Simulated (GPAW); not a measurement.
Sc in GPAW: the effect of strain hydrostatic

Crystal: Sc.

```
Sc
1.0
     3.11046    0.00000    0.00000
    -1.55523    2.69374    0.00000
     0.00000    0.00000    4.95690
Sc
2
Direct
  0.66667 0.33333 0.75000
  0.33333 0.66667 0.25000
```

Alike in all runs:

```yaml
Program: GPAW 26.7.0
Task: band structure
Functional: PBE
Potentials_or_basis: GPAW PAW data sets (gpaw-data 1.2.1)
Cutoff: 600 eV
Basis: pw
k_mesh: 9 × 9 × 5
Occupations: fermi-dirac, width 0.05 eV
Spin: no spin polarisation
Maxiter: 150
Band_path: GMKGALHA,LM,KH
Band_points: 80
```

| strain hydrostatic | pressure (GPa) |
| --- | --- |
| -0.06 | 12.3 |
| -0.04 | 7.0 |
| -0.02 | 2.7 |
| -0.01 | 0.9 |
| 0 | -0.8 |
| 0.01 | -2.2 |
| 0.02 | ? |
| 0.04 | -5.7 |
| 0.06 | -7.4 |

What does the run with strain hydrostatic 0.02 give?

Pressure -3.6 GPa.

Worked out: A parabola through the other rows of the pressure, of slope -126 GPa per unit of strain hydrostatic there, gives -3.7 GPa, against the run's -3.6.

Caveats: the density grid can change from cell to cell, which puts small steps into energies and stress.
